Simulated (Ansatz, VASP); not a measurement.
**TiB2 in VASP and in Ansatz**

Contents of INCAR:

```
PREC = Accurate
ENCUT = 520
EDIFF = 1E-6
ISMEAR = 0
SIGMA = 0.15
LREAL = F
LASPH = T
NELM = 60
ALGO = Normal
ISIF = 2
LWAVE = F
LCHARG = T
GGA = PE
LELF = T
LVHAR = T
NBANDS = 16
```

The input KPOINTS:

```
Automatic mesh
0
Gamma
  18 18 16
```

The input POSCAR:

```
TiB2
1.0
    2.8530375992      0.0000000000      0.0000000000
   -1.4265187996      2.4708030388      0.0000000000
    0.0000000000      0.0000000000      3.6409393771
Ti B
1 2
Direct
    0.0000000000      0.0000000000      0.0000000000
    0.3333333333      0.6666666667      0.5000000000
    0.6666666667      0.3333333333      0.5000000000
```

Input for Ansatz:

```yaml
crystal:
  lattice:
    - [2.8530375992, 0.0, 0.0]
    - [-1.4265187996, 2.4708030388, 0.0]
    - [0.0, 0.0, 3.6409393771]
  atoms:
    - { symbol: Ti, position: [0.0, 0.0, 0.0] }
    - { symbol: B, position: [0.3333333333, 0.6666666667, 0.5] }
    - { symbol: B, position: [0.6666666667, 0.3333333333, 0.5] }
basis:
  ecutwfc: 420
kpoints:
  mp_grid: { grid: [18, 18, 16] }
hamiltonian:
  xc: pbe
scf:
  occupations: { method: gaussian, width: 0.15 }
output:
  forces: true
  stress: true
  eigenvalues: true
```

Alike in both runs: task single point; functional PBE; k mesh 18 × 18 × 16; occupations gaussian, width 0.15 eV; no spin polarisation.

```csv
,VASP,Ansatz
version,VASP 6.6.1,Ansatz 0.2.0
potentials or method,"VASP PAW PBE potentials, release 64 (Ti_sv, B)","scalar-relativistic, plane waves, PAW"
plane-wave cutoff (eV),520,420
valence electrons in the cell,18,18
```

```csv
,VASP,Ansatz,Ansatz less VASP
gap on the k mesh at the Fermi level (eV),none,none,-
pressure (GPa),11.4,11.2,-0.17
largest component of the traceless stress (GPa),50.37,50.41,+0.041
```

A gap of «none» marks a metal or a gap that the smearing closes.
